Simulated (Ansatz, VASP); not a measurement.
## One calculation of Mo, two programs

```xyz
2
Lattice="2.8623 0.0000 0.0000 0.0000 4.1507 0.0000 0.0000 0.0000 23.8000" Properties=species:S:1:pos:R:3 pbc="T T T"
Mo    0.7569    1.0377    7.0000
Mo    2.1053    3.1131    7.0000
```

Alike in both runs: functional PBE; k mesh 4 × 4 × 1; occupations gaussian, width 0.1 eV; no spin polarisation.

Ansatz relaxed the structure, and its values are those at the end. VASP's run is a single point on that final structure, the one shown.

```csv
,VASP,Ansatz
version,VASP 6.6.1,Ansatz 0.2.0
potentials or method,"VASP PAW PBE potentials, release 64 (Mo_sv)","scalar-relativistic, plane waves, PAW"
plane-wave cutoff (eV),520,420
valence electrons in the cell,28,28
```

|  | VASP | Ansatz | Ansatz less VASP |
| --- | --- | --- | --- |
| gap on the k mesh at the Fermi level (eV) | none | none | - |
| rms of the force components (eV/Å) | 0.008 | 0.000 | -0.0071 |

A gap of «none» marks a metal or a gap that the smearing closes. Ansatz warned: «slab_cell_height_set».

Caveats: the k mesh is coarse (spacing up to 0.55 Å⁻¹), so the values aren't converged.
